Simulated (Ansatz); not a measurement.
Structures of TiB: which is lowest?

Plane-wave DFT in Ansatz with scalar-relativistic PAW potentials, cutoff 420 eV, Γ-centred meshes chosen by cell and gap, Gaussian smearing with energies taken to zero width. Every cell was relaxed (cell and atoms) in a run of its own, within the symmetry of its start. Functional: PBEsol.

Relaxed structures (starts from databases or built by putting these elements on another compound's sites):
A. Fm-3m, 2 atoms in the computed cell, a = 4.489 Å; sites (symmetry × multiplicity) Ti m-3m × 4, B m-3m × 4; start: built
B. Pnma, 8 atoms in the computed cell, a = 6.059 Å, b = 3.033 Å, c = 4.527 Å; sites (symmetry × multiplicity) Ti .m. × 4, B .m. × 4; start: database

Q: Rank them by energy. Could pressure change the order?

A:
| structure | group | E − E(lowest) (meV/atom) | V (Å³/atom) | gap on mesh (eV) |
| --- | --- | --- | --- | --- |
| B | Pnma | 0.0 | 10.40 | 0.00 |
| A | Fm-3m | 545 | 11.31 | 0.00 |

B is lowest, 545 meV/atom under A. The lowest is also the densest of these, so pressure wouldn't bring one of the others in at first order. Other structures may lie lower than all of these, and vibrations aren't counted.